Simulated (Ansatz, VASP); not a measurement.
**MgO2: VASP beside Ansatz**

```
Mg O
1.0
    -1.95901    1.95901    2.29522
     1.95901   -1.95901    2.29522
     1.95901    1.95901   -2.29522
Mg O
2 4
Direct
  0.25000 0.25000 0.00000
  0.75000 0.75000 0.00000
  0.12407 0.62407 0.74813
  0.62407 0.87593 0.50000
  0.87593 0.37593 0.25187
  0.37593 0.12407 0.50000
```

Alike in both runs: functional PBEsol; k mesh 8 × 8 × 8; no spin polarisation.

Ansatz relaxed the structure, and its values are those at the end. VASP's run is a single point on that final structure, the one shown.

```csv
,VASP,Ansatz
version,VASP 6.6.1,Ansatz 0.2.0
potentials or method,"VASP PAW PBE potentials, release 64 (Mg, O)","scalar-relativistic, plane waves, PAW"
plane-wave cutoff (eV),520,420
occupations,"gaussian, width 0.01 eV",fixed
valence electrons in the cell,28,44
```

|  | VASP | Ansatz | Ansatz less VASP |
| --- | --- | --- | --- |
| gap on the k mesh at the Fermi level (eV) | 4.05 | 4.11 | +0.053 |
| least direct gap on the mesh (eV) | 5.12 | 5.16 | +0.045 |
| rms of the force components (eV/Å) | 0.135 | 0.001 | -0.1345 |

The two sets of potentials don't hold the same shells in valence.

Caveats: the PAW data sets were made with another functional, which shifts forces and pressure a little (VASP). A k mesh can miss the band edges. A hybrid or GW would open this gap; PBEsol tends to underestimate it.
